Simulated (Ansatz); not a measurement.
# TaTiSi4: the cost of one run

Computed with Ansatz 0.2.0 (DFT PBE, scalar-relativistic, plane waves, PAW, unless a step's input says otherwise).

## (1) The starting structure

The structure is orthorhombic, space group F222 (No. 22). Conventional cell: a = 4.921 Å, b = 8.492 Å, c = 8.788 Å, α = 90.00°, β = 90.00°, γ = 90.00°. Ti (site symmetry 222) has 10 Si at 2.61 to 2.84 Å as nearest neighbours. Ta (site symmetry 222) has 10 Si at 2.61 to 2.84 Å as nearest neighbours. Around Si (site symmetry 2) lie 2 Ta at 2.61 Å and 2 Si at 2.62 Å and 3 Ti at 2.83 to 2.84 Å. Si (site symmetry 2) is surrounded by 2 Ti at 2.61 Å and 2 Si at 2.62 Å and 3 Ta at 2.83 to 2.84 Å.

Coordinates:

```xyz
6
Lattice="0.0000 4.2459 4.3938 2.4606 0.0000 4.3938 2.4606 4.2459 0.0000" Properties=species:S:1:pos:R:3 pbc="T T T"
Ti    3.6909    6.3688    6.5907
Ta    2.4606    4.2459    4.3938
Si    1.2303    0.7048    2.1969
Si    1.2303    3.5411    2.1969
Si    2.4606    1.4181    4.3938
Si    2.4606    7.0736    4.3938
```

The start is an ordering of an alloy on its end members' structure types: elements ordered on the sites of the TiSi2 type, Ti/Ta on Ti (F222, No. 22).

## (2) A first look at the guess

The input, input.yaml:

```yaml
crystal:
  lattice:
    - [0.0, 4.24587232, 4.39382814]
    - [2.46060557, 0.0, 4.39382814]
    - [2.46060557, 4.24587232, 0.0]
  atoms:
    - { symbol: Ti, position: [0.75, 0.75, 0.75] }
    - { symbol: Ta, position: [0.5, 0.5, 0.5] }
    - { symbol: Si, position: [0.083, 0.417, 0.083] }
    - { symbol: Si, position: [0.417, 0.083, 0.417] }
    - { symbol: Si, position: [0.167, 0.833, 0.167] }
    - { symbol: Si, position: [0.833, 0.167, 0.833] }
basis:
  ecutwfc: 420
kpoints:
  mp_grid: { grid: [4, 4, 4] }
hamiltonian:
  xc: pbe
scf:
  occupations: { method: gaussian, width: 0.1 }
  lower_state_search: "off"
output:
  forces: true
  stress: true
  eigenvalues: true
```

On the command line:

```console
> ansatz run input.yaml --threads 1 --pin off --max-ram 2560MiB --backend cpu --events-out ev --progress --plain --runs-dir out
```

**Question.** How long does this run take on 1 thread of Arm Neoverse V2, shared host, and how much memory does it need?

About 4.5 s, with a peak of 0.34 GiB.
